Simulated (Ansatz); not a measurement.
**1T-MnSeTe monolayer in a perpendicular field**

Aim: how the 1T-MnSeTe monolayer screens a field along its normal, and what the field does to its bands. A positive field points along +c.

Calculated with Ansatz 0.2.0; plane-wave DFT, LDA+U, Ansatz PAW.

## (1) The starting structure

The cell holds 3 atoms: 1 Te, 1 Mn and 1 Se. Its edges and angles: a = 3.637 Å, b = 3.637 Å, c = 20.920 Å, α = 90.0°, β = 90.0°, γ = 120.0°. Vacuum lies along c.

As a file:

```cif
data_structure
_symmetry_space_group_name_H-M 'P 1'
_symmetry_Int_Tables_number 1
_cell_length_a 3.6373
_cell_length_b 3.6373
_cell_length_c 20.9203
_cell_angle_alpha 90.000
_cell_angle_beta 90.000
_cell_angle_gamma 120.000
_cell_volume 239.69
loop_
_atom_site_label
_atom_site_type_symbol
_atom_site_fract_x
_atom_site_fract_y
_atom_site_fract_z
_atom_site_occupancy
Te1 Te 0.66667 0.33333 0.43021 1
Mn2 Mn 0.00000 0.00000 0.50755 1
Se3 Se 0.33333 0.66667 0.56979 1
```

## (2) Relaxation

The starting cell is a guess, so the in-plane lattice and the atoms are relaxed first, with the slab cut off from its images along the normal. The program lengthens the vector along the normal by itself, so c and the volume that it reports differ from the typed ones.

File input.yaml:

```yaml
crystal:
  lattice:
    - [3.6372765, 0.0, 0.0]
    - [-1.81863825, 3.1499738496, 0.0]
    - [0.0, 0.0, 20.9202573307]
  atoms:
    - { symbol: Te, position: [0.6666666667, 0.3333333333, 0.4302050332] }
    - { symbol: Mn, position: [0.0, 0.0, 0.5075456028], spin: 4.0 }
    - { symbol: Se, position: [0.3333333333, 0.6666666667, 0.5697949668] }
  periodic: [true, true, false]
magnetization:
  spin_polarized: true
kpoints:
  mp_grid: { grid: [12, 12, 1] }
hamiltonian:
  xc: lda
  hubbard: { sites: [{ species: Mn, l: d, u_eff: 2.0 }] }
scf:
  occupations: { method: fermi_dirac, width: 0.05 }
  convergence: { dr2_threshold: 1.0e-09 }
relax:
  f_tol: 0.004
  max_steps: 90
  cell: {}
output:
  write_potential: true
  write_density: true
  volumetric_format: npy
```

Started as:

```
$ ansatz run input.yaml --threads 4 --pin off --max-ram 6144MiB --backend cpu --events-out ev --progress --plain --runs-dir out
```

Numbers of over 12 decimals in the logs are rounded to 6 here.

Output:

```text
Warning: crystal.periodic: the lattice vector that does not repeat stood 0.000° off the slab's normal, 20.920 Å along it as the deck builds it. The run solves the slab on a vector along the normal, 29.641 Å long, with every atom where it was (on the deck's vector they left 18.00 Å outside them, and the widest stretch free of ions among them is 1.62 Å). A fractional position that the run reports is one of the run's ce [...]
Warning: relax.cell: scf.convergence.dr2_threshold = 1e-9 eV is looser than the 1.79712765607e-10 eV advised for a relaxation that steers and ends on the stress (1e-10 eV for each atom of the cell: 3, times the square of relax.cell.stress_2d_tol = 0.05 N/m over 12.9 Å (the atoms' height at the walk's start and 5 Å past either face), 3.870e-2 GPa, over a crystal's default 0.05). What an SCF threshold leaves in a stress goes as its square root, and in the free energy as the threshold itself, and one threshold admits the most on a small cell: [figures from the program's tests cut] Set scf.convergence.dr2_threshold to 1.79712765607e-10 eV or tighter. [rest of the remark cut]
crystal.periodic: the lattice vector that does not repeat stood 0.000° off the slab's normal, 20.920 Å along it as the deck builds it. The run solves the slab on a vector along the normal, 29.641 Å long, with every atom where it was (on the deck's vector they left 18.00 Å outside them, and the widest stretch free of ions among them is 1.62 Å). A fractional position that the run reports is one of the run's cell, which [...]
Te: projections on atomic orbitals take those of the free atom [Kr] 4d10 5s2 5p4, of charge +0.00 (hamiltonian.pseudopotentials.projection_atoms); the dataset's partial waves leave at most 7.8e-6 of an orbital's norm unspanned inside its sphere
Mn: projections on atomic orbitals take those of the free atom [Ne] 3s2 3p6 3d5 4s2, of charge +0.00 (hamiltonian.pseudopotentials.projection_atoms); the dataset's partial waves leave at most 9.0e-7 of an orbital's norm unspanned inside its sphere
Se: projections on atomic orbitals take those of the free atom [Ar] 3d10 4s2 4p4, of charge +0.00 (hamiltonian.pseudopotentials.projection_atoms); the dataset's partial waves leave at most 2.3e-6 of an orbital's norm unspanned inside its sphere
Engine: ansatz 0.2.0, aarch64-unknown-linux-gnu
Pseudopotentials: kind: paw
Pseudopotential: Te, paw, valence charge 16, recommended cutoff 420 eV (normal), Te.paw.azcp
Pseudopotential: Mn, paw, valence charge 15, recommended cutoff 420 eV (normal), Mn.paw.azcp
Pseudopotential: Se, paw, valence charge 16, recommended cutoff 420 eV (normal), Se.paw.azcp
Functional definition: SPW92
  exchange = slater_x
  correlation = pw_c
Crystal: 3 atoms, lattice volume = 339.601 Å³
Basis set: ecut = 420 eV, 6531 PW (Γ)
Bands: 31, of which v1, the nominal top of the filled ones, is band 24 counted from 1 (23 counted from 0)
Symmetry: 6 space group operations
Space group: P3m1 (ITA 156), of the structure as read, at distance tolerance 7.0e-5 Å
Magnetic group: BNS 156.49 (UNI 1279), of the structure as read, at distance tolerance 7.0e-5 Å
k-points: 19 of 144 (time reversal used)
Non-local potential: Te, projectors of the file, l = 0: 2, l = 1: 2, l = 2: 2, l = 3: 2
Non-local potential: Mn, projectors of the file, l = 0: 3, l = 1: 2, l = 2: 3, l = 3: 1
Non-local potential: Se, projectors of the file, l = 0: 2, l = 1: 2, l = 2: 3, l = 3: 1
PAW form: soft (Blöchl's): semilocal exchange-correlation on the pseudo side does not see the compensation charge
PAW frozen core: Te, regenerated for the run's functional, and the local potential with it (the file was generated under x = pbe(κ = 0.804, μ = 0.219515), c = pbe(β = 0.066725))
PAW frozen core: Mn, regenerated for the run's functional, and the local potential with it (the file was generated under x = pbe(κ = 0.804, μ = 0.219515), c = pbe(β = 0.066725))
PAW frozen core: Se, regenerated for the run's functional, and the local potential with it (the file was generated under x = pbe(κ = 0.804, μ = 0.219515), c = pbe(β = 0.066725))
PAW one-centre angular grid: Te, 590 points (default); XC on 64 Gauss nodes
PAW one-centre angular grid: Mn, 590 points (default); XC on 64 Gauss nodes
PAW one-centre angular grid: Se, 590 points (default); XC on 64 Gauss nodes
Initial density: superposition of atomic densities (neutral atoms: chi_scale 0, normalization atom)
Starting moments: Σ|m| = 4 μB on 1 of 3 sites
Initial wavefunctions: pseudopotential atomic-orbital guess
Functional: x = slater, c = lda
SCF iter   1: F=—  HF=-16051.114748 eV  |F-HF|=—  |Δ(HF+E_count)|=         —  Δρ=1.15e-2 (↑7.89e-3 ↓1.15e-2)  dr2=3.71e0  dr2_m=9.70e-2  M=3.155 μB ∫|m|=4.079 μB  β_m=0.30  ethr=3.10e-3  ⟨swp⟩=17.4  Hψ=8905  notcnv=0
preconditioner: auto → none  [metal: Δε(μ)=0.111 eV  Ē_g=9.244 eV  σ=0.050 eV  W_gap=0.41  n_scr=18 (ndim 8)  ℏωp=8.8 eV  f_vac=0.764  D(μ)=0.81/eV (n_scr^D=6)  sad-step TF]
SCF iter   2: F=—  HF=-16050.994263 eV  |F-HF|=—  |Δ(HF+E_count)|=   1.20e-1  Δρ=7.45e-3 (↑7.45e-3 ↓6.29e-3)  dr2=1.04e0  dr2_m=6.71e-2  M=3.139 μB ∫|m|=4.157 μB  β_m=0.30  ethr=3.10e-3  ⟨swp⟩=3.4  Hψ=2238  notcnv=0  defer=35
preconditioner: auto → Resta (q_TF=auto, 1.962 Å⁻¹)  ε∞=1.9  [insulator: Δε(μ)=0.168 eV  Ē_g=9.209 eV  σ=0.050 eV  W_gap=0.63  n_scr=18 (ndim 8)  ℏωp=8.8 eV  f_vac=0.763  D(μ)=0.88/eV (n_scr^D=6)  ε∞_Penn≈1.9  vacuum switching on, ρ_ref=6.1e-3 e/Å³]
spin=Collinear: Resta preconditioning applied to the charge; magnetization (m = ρ↑ − ρ↓) channel mixes plain (no charge-response kernel on spin).
SCF iter   3: F=—  HF=-16050.938814 eV  |F-HF|=—  |Δ(HF+E_count)|=   5.54e-2  Δρ=5.10e-3 (↑3.97e-3 ↓5.10e-3)  dr2=6.61e-1  dr2_m=3.27e-2  M=3.111 μB ∫|m|=4.116 μB  β_m=0.30  ethr=2.21e-3  ⟨swp⟩=4.6  Hψ=2567  notcnv=0  defer=43
SCF iter   4: F=—  HF=-16050.921664 eV  |F-HF|=—  |Δ(HF+E_count)|=   1.71e-2  Δρ=3.24e-3 (↑3.08e-3 ↓3.24e-3)  dr2=2.99e-1  dr2_m=1.87e-2  M=3.123 μB ∫|m|=4.128 μB  β_m=0.30  ethr=1.41e-3  ⟨swp⟩=3.7  Hψ=2128  notcnv=0  defer=60
SCF iter   5: F=—  HF=-16050.905794 eV  |F-HF|=—  |Δ(HF+E_count)|=   1.59e-2  Δρ=1.97e-3 (↑1.97e-3 ↓1.93e-3)  dr2=9.24e-3  dr2_m=1.03e-2  M=3.114 μB ∫|m|=4.129 μB  β_m=0.30  ethr=6.36e-4  ⟨swp⟩=3.4  Hψ=2058  notcnv=0  defer=68
SCF iter   6: F=—  HF=-16050.913599 eV  |F-HF|=—  |Δ(HF+E_count)|=   7.80e-3  Δρ=1.58e-3 (↑1.32e-3 ↓1.58e-3)  dr2=2.40e-3  dr2_m=6.36e-3  M=3.112 μB ∫|m|=4.106 μB  β_m=0.30  ethr=1.97e-5  ⟨swp⟩=3.6  Hψ=2515  notcnv=0  defer=68
[...]
SCF iter  11: F=—  HF=-16050.951163 eV  |F-HF|=—  |Δ(HF+E_count)|=   7.56e-4  Δρ=5.51e-4 (↑5.47e-4 ↓5.51e-4)  dr2=1.11e-6  dr2_m=8.93e-4  M=3.128 μB ∫|m|=3.970 μB  β_m=0.30  ethr=4.69e-9  ⟨swp⟩=3.8  Hψ=2566  notcnv=0  defer=81
SCF iter  12: F=—  HF=-16050.951659 eV  |F-HF|=—  |Δ(HF+E_count)|=   4.96e-4  Δρ=4.94e-4 (↑4.87e-4 ↓4.94e-4)  dr2=1.48e-6  dr2_m=7.12e-4  M=3.127 μB ∫|m|=3.963 μB  β_m=0.30  ethr=2.35e-9  ⟨swp⟩=4.0  Hψ=2575  notcnv=0  defer=81
SCF iter  13: F=—  HF=-16050.951988 eV  |F-HF|=—  |Δ(HF+E_count)|=   3.29e-4  Δρ=4.32e-4 (↑4.32e-4 ↓4.27e-4)  dr2=7.17e-7  dr2_m=5.47e-4  M=3.126 μB ∫|m|=3.957 μB  β_m=0.30  ethr=2.35e-9  ⟨swp⟩=3.9  Hψ=2468  notcnv=0  defer=81
SCF iter  14: F=—  HF=-16050.952207 eV  |F-HF|=—  |Δ(HF+E_count)|=   2.19e-4  Δρ=3.84e-4 (↑3.71e-4 ↓3.84e-4)  dr2=2.98e-6  dr2_m=4.21e-4  M=3.126 μB ∫|m|=3.952 μB  β_m=0.30  ethr=1.53e-9  ⟨swp⟩=3.8  Hψ=2479  notcnv=0  defer=81
SCF iter  15: F=—  HF=-16050.952356 eV  |F-HF|=—  |Δ(HF+E_count)|=   1.48e-4  Δρ=3.28e-4 (↑3.23e-4 ↓3.28e-4)  dr2=7.17e-7  dr2_m=3.14e-4  M=3.125 μB ∫|m|=3.948 μB  β_m=0.30  ethr=1.53e-9  ⟨swp⟩=3.5  Hψ=2451  notcnv=0  defer=81
Mixer restart at iter 15: flushing history
spin-set hold released at iteration 15 (site moments' squared step at or under half its running peak, from the soft ceiling on): the magnetisation degrees of freedom join the quasi-Newton model from the next iteration; the mixer history was flushed
SCF iter  16: F=—  HF=-16050.952456 eV  |F-HF|=—  |Δ(HF+E_count)|=   1.00e-4  Δρ=2.85e-4 (↑2.85e-4 ↓2.77e-4)  dr2=4.44e-7  dr2_m=2.34e-4  M=3.125 μB ∫|m|=3.944 μB  β_m=0.41  ethr=1.53e-9  ⟨swp⟩=3.0  Hψ=2395  notcnv=0  defer=81
SCF iter  17: F=—  HF=-16050.952673 eV  |F-HF|=—  |Δ(HF+E_count)|=   2.16e-4  Δρ=2.00e-4 (↑3.83e-5 ↓2.00e-4)  dr2=2.25e-4  dr2_m=3.52e-5  M=3.123 μB ∫|m|=3.931 μB  β_m=0.42  ethr=9.44e-10  ⟨swp⟩=4.7  Hψ=3019  notcnv=0  defer=81
SCF iter  18: F=—  HF=-16050.952676 eV  |F-HF|=—  |Δ(HF+E_count)|=   3.89e-6  Δρ=4.44e-5 (↑4.44e-5 ↓1.86e-5)  dr2=3.89e-5  dr2_m=2.32e-6  M=3.123 μB ∫|m|=3.925 μB  β_m=0.48  ethr=9.44e-10  ⟨swp⟩=4.8  Hψ=3054  notcnv=0  defer=82
SCF iter  19: F=—  HF=-16050.952695 eV  |F-HF|=—  |Δ(HF+E_count)|=   1.89e-5  Δρ=8.55e-5 (↑8.55e-5 ↓5.54e-5)  dr2=2.69e-4  dr2_m=7.69e-7  M=3.123 μB ∫|m|=3.926 μB  β_m=0.30  ethr=9.44e-10  ⟨swp⟩=4.1  Hψ=2721  notcnv=0  defer=82  recentre
SCF iter  20: F=—  HF=-16050.952676 eV  |F-HF|=—  |Δ(HF+E_count)|=   1.96e-5  Δρ=2.41e-5 (↑2.41e-5 ↓1.48e-5)  dr2=1.20e-5  dr2_m=9.62e-7  M=3.123 μB ∫|m|=3.925 μB  β_m=0.57  ethr=9.44e-10  ⟨swp⟩=4.1  Hψ=2695  notcnv=0  defer=82
SCF iter  21: F=—  HF=-16050.952676 eV  |F-HF|=—  |Δ(HF+E_count)|=   4.12e-7  Δρ=5.36e-6 (↑5.36e-6 ↓4.10e-6)  dr2=6.22e-7  dr2_m=5.06e-8  M=3.123 μB ∫|m|=3.925 μB  β_m=0.48  ethr=9.44e-10  ⟨swp⟩=3.0  Hψ=2179  notcnv=0  defer=82
SCF iter  22: F=—  HF=-16050.952676 eV  |F-HF|=—  |Δ(HF+E_count)|=   1.79e-9  Δρ=1.61e-6 (↑1.52e-6 ↓1.61e-6)  dr2=6.05e-9  dr2_m=6.41e-9  M=3.123 μB ∫|m|=3.925 μB  β_m=0.58  ethr=9.44e-10  ⟨swp⟩=2.8  Hψ=1660  notcnv=0  defer=82
iter 23 did not close the SCF: its close was put off for the exchange–correlation potential of the local minority spin (scf_convergence_deferred on its scf_iter line)
SCF iter  23: F=-16050.952676 eV  HF=-16050.952676 eV  |F-HF|=5.06e-10  |Δ(HF+E_count)|=   6.25e-9  Δρ=6.09e-7 (↑4.25e-7 ↓6.09e-7)  dr2=7.05e-10  dr2_m=6.43e-10  M=3.123 μB ∫|m|=3.925 μB  β_m=0.79  ethr=2.13e-12  ⟨swp⟩=2.6  Hψ=4252  notcnv=0
iter 24 met the thresholds in force, and the SCF goes on: an eigenvalue changes by 1.56 meV, over its tolerance of 1.00 meV (output.eigenvalues, Limitations)
SCF iter  24: F=-16050.952676 eV  HF=-16050.952676 eV  |F-HF|=4.29e-10  |Δ(HF+E_count)|=   3.53e-8  Δρ=1.65e-7 (↑1.65e-7 ↓1.65e-7)  dr2=5.42e-10  dr2_m=1.84e-11  M=3.123 μB ∫|m|=3.925 μB  β_m=0.65  ethr=1.50e-12  ⟨swp⟩=1.6  Hψ=3888  notcnv=0
SCF iter  25: F=-16050.952676 eV  HF=-16050.952676 eV  |F-HF|=1.07e-10  |Δ(HF+E_count)|=  7.64e-11  Δρ=3.40e-8 (↑2.34e-8 ↓3.40e-8)  dr2=1.24e-11  dr2_m=1.19e-12  M=3.123 μB ∫|m|=3.925 μB  ethr=1.15e-12  ⟨swp⟩=1.9  Hψ=3456  notcnv=0
SCF 1 converged in 25 iterations: F = -16050.952676 eV  dr2 = 1.24e-11
a single-point calculation of the run's input, under the relaxation's own `scf.mixing.negative_modes` where the relaxation goes by `scf.lower_state_search: light` itself or types `scf.max_iter`, was made at the relaxed geometry, from the atoms, in 25 SCF iterations in all. It converged +0.0 meV from the relaxation's final energy, with moments (-0.15, 3.26, -0.10 Bohr magnetons, atom by atom), which does not count as lower, and the relaxation's result stands. No further magnetic order was relaxed to its end, and one can end lower (see `relax.adjacent_minimum`).
SCF converged after 7 iterations
Magnetization: 3.1228 μB (25.0614 up, 21.9386 down)
Absolute magnetization: 3.9194 μB (∫|ρ↑−ρ↓|, with the PAW one-centre terms)
Spin contamination: 0.3198 ħ² per cell (⟨S²⟩ above its minimum at these occupations)
Per-site moments (μB) at R_I (Å): [(-0.149239, 1.096363), (3.263606, 1.007979), (-0.104199, 1.007979)]
Free energy (F): -16050.952676 eV
Harris-Foulkes:  -16050.952676 eV  (|F-HF|=9.82e-11)
Internal energy: -16050.942436 eV  (E = F + TS)
E sigma→0 (E₀):  -16050.947556 eV
Entropy (-TS):   -0.010240 eV (-3.413 meV/atom)
Fermi energy:    -5.095808 eV
--- Per-component energies (eV) ---
  E_band       = -1629.607301
  E_kinetic    = 605.135950
  E_local      = -113322.060091  (includes V_loc(G=0)·N_el)
  E_nonlocal   = -643.859353
  E_hartree    = 56276.651353
  E_xc         = -339.988430
  E_vxc        = -348.181912  (∫ρ·V_xc dr)
  E_hubbard    = 1.111162  (on-site DFT+U / exact-exchange correction)
  E_vhub       = -3.379756  (the Hubbard potential's part of the band-sum identity)
  E_paw        = -7581.525879  (= ΣΔE_a)
  E_vpaw       = -470.563086  (= ΣTr[D̂ρ^β])
  E_aug_tail   = -0.000807  (compensation charges beyond the density's cutoff)
  E_ewald      = 48950.313683
  E_core_change = 3.279977  (= ΣΔE_core)
  E_smearing   = -0.010240  (= −TS)
  E_closure    = -0.000000  (closes the sum)
  Σ components = -16050.952676   (vs F -16050.952676, Δ=0.00e0)
--- Forces (eV/Å), atoms counted from 1 ---
  atom   1  Te     0.00000000     0.00000000    -0.00033706
  atom   2  Mn     0.00000000    -0.00000000    -0.00000676
  atom   3  Se     0.00000000     0.00000000     0.00007299
  max |Σ_I F_I| component: 2.71e-4 eV/Å
--- 2D stress c σ (N/m, compression-positive) ---
       -0.004705      -0.000000      -0.000000
       -0.000000      -0.004705      -0.000000
       -0.000000      -0.000000      -0.000000
  P = ½ c Tr σ = -0.0047 N/m
--- Band table (eV; the first three rows and the last of 38) ---
  k-point 0 ↑: bands = [... 20 lower, -8.7251, -8.1427, -6.4363, -4.4228, -4.4228, -2.8674, -2.8674, -1.2032, ... 3 higher]
  k-point 1 ↑: bands = [... 20 lower, -8.7572, -8.1171, -6.3514, -4.9000, -4.5452, -3.5016, -2.9900, -1.0359, ... 3 higher]
  k-point 2 ↑: bands = [... 20 lower, -8.8345, -8.1202, -6.2892, -5.7473, -4.8979, -4.6170, -3.2371, -0.6693, ... 3 higher]
  k-point 18 ↓: bands = [... 20 lower, -7.3281, -7.2957, -3.7964, -3.6863, -3.6147, -3.1647, -2.6362, -0.0752, ... 3 higher]
  the weakly bound empty levels are not read free of the cell's end (hubbard_term)
--- Relaxed structure (6 steps of the walk, 6 accepted, 1 SCFs on fresh bases) ---
  F+E_penalty+E_count = -16050.95267613 eV   max|allowed force component| = 2.468e-4 eV/Å   (the final SCF, on the basis selected at the relaxed cell)
  cell:  # Å, volume = 322.8026 Å³
    - [3.546177, 0, 0]
    - [-1.773088, 3.071079, 0]
    - [0, 0, 29.640515]
  atoms:
    - { symbol: Te, position: [0.666667, 0.333333, 0.301555] }
    - { symbol: Mn, position: [4.59721439879294e-19, 0, 0.358734] }
    - { symbol: Se, position: [0.333333, 0.666667, 0.403737] }
```

The job ended after 2.1 min (4 threads of Arm Neoverse V1, shared host; peak memory 0.95 GiB; 8.1 min of CPU time).

Step by step:

| step | energy less that of the first step (eV) | largest force component (eV/Å) | volume (Å³) |
| --- | --- | --- | --- |
| 1 | 0.0000 | 0.2369 | 339.60 |
| 2 | -0.0178 | 0.0540 | 331.62 |
| 3 | -0.0249 | 0.0589 | 321.48 |
| 4 | -0.0251 | 0.0160 | 322.85 |
| 5 | -0.0251 | 0.0086 | 322.94 |
| 6 | -0.0251 | 0.0002 | 322.80 |
| 7* | -0.0243 | 0.0002 | 322.80 |
| 7* | -0.0243 | 0.0002 | 322.80 |

Relaxation steps marked * repeat the geometry before them on a plane-wave basis chosen anew for their cell, so energy and pressure can jump there.

Forces are held to the 6 operations that the run works with; a distortion that breaks them can't arise in this run.

| cell as run | before | after | change |
| --- | --- | --- | --- |
| a (Å) | 3.637 | 3.546 | -2.5 % |
| b (Å) | 3.637 | 3.546 | -2.5 % |

The atoms that moved most (Å, along periodic axes as changes of fractional coordinates times the final cell, across vacuum about the mean position):

| atom | dx | dy | dz | length |
| --- | --- | --- | --- | --- |
| Te1 | 0.000 | 0.000 | -0.062 | 0.062 |
| Se3 | 0.000 | 0.000 | 0.047 | 0.047 |
| Mn2 | 0.000 | 0.000 | 0.015 | 0.015 |

Final coordinates:

```xyz
3
Lattice="3.5462 0.0000 0.0000 -1.7731 3.0711 0.0000 0.0000 0.0000 29.6405" Properties=species:S:1:pos:R:3
Te    1.7731    1.0237    8.9382
Mn    0.0000    0.0000   10.6330
Se    0.0000    2.0474   11.9670
```

Numbers from this step:

```
energy at zero smearing : -16050.9476 eV
total moment            : 3.123 μB
site moments            : -0.1492, 3.264, -0.1042 μB
```

Site moment by atom:

| atom | site moment (μB) |
| --- | --- |
| Te1 | -0.15 |
| Mn2 | 3.26 |
| Se3 | -0.10 |

The lattice constant a goes from 3.637 to 3.546 Å.

(Part 1 of 3 ends here.)

[Logs are printed without paths, hosts, clocks, repeated set-up lines and the standing remarks that a program may print on its own settings, such as how far it seeks lower states.]

[Hosts, paths, dates, database ids (printed as entryN), source tags and the programs' standing remarks are cut or masked in the printed files.]

[Maps of the electrostatic potential energy from Ansatz leave out the sawtooth potential of an applied field or a dipole correction, so their vacuum need not be flat; planar profiles and work functions include it.]
